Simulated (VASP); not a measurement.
A run of VASP 6.6.1:

File INCAR:

```
ALGO     = Fast           # electronic algorithm
EDIFF    = 1E-6           # SCF threshold, eV
ENCUT    = 520            # plane-wave cutoff, eV
ISIF     = 2              # what is computed and relaxed
ISMEAR   = 1              # smearing method
LASPH    = T              # aspherical terms in the spheres
LCHARG   = T              # write CHGCAR
LREAL    = F              # projectors in reciprocal space
LVHAR    = T            
LWAVE    = F              # write WAVECAR
NELM     = 120            # most SCF steps
PREC     = Accurate       # precision mode
SIGMA    = 0.1            # smearing width, eV
```

Contents of KPOINTS:

```
k-points
0
Gamma
  14 14 14
```

The input POSCAR:

```
AlFe                                    
1.0
    2.8131157764      0.0000000000     -0.0000000000
    0.0000000000      2.8131157764      0.0000000000
    0.0000000000     -0.0000000000      2.8131157764
  Fe              Al            
     1     1
Direct
     0.0000000000000000    0.0000000000000000    0.0000000000000000
     0.5000000000000000    0.5000000000000000    0.5000000000000000
```

Potentials or basis: VASP PAW LDA potentials, release 64 (Fe, Al).

Command:

```sh
$ cat potpaw_LDA.64/Fe/POTCAR potpaw_LDA.64/Al/POTCAR > POTCAR
$ mpirun -np 1 vasp_std > vasp.out
```

Hardware: 1 thread of Intel(R) Xeon(R) Platinum 8259CL CPU @ 2.50GHz (Skylake/Cascade Lake), on a shared host.

Q: Estimate the wall time of this run.

A: It took 18 s on 1 thread of Intel(R) Xeon(R) Platinum 8259CL CPU @ 2.50GHz (Skylake/Cascade Lake), on a shared host, peak memory 0.15 GiB. Counts: scf iterations 17, k points 120.
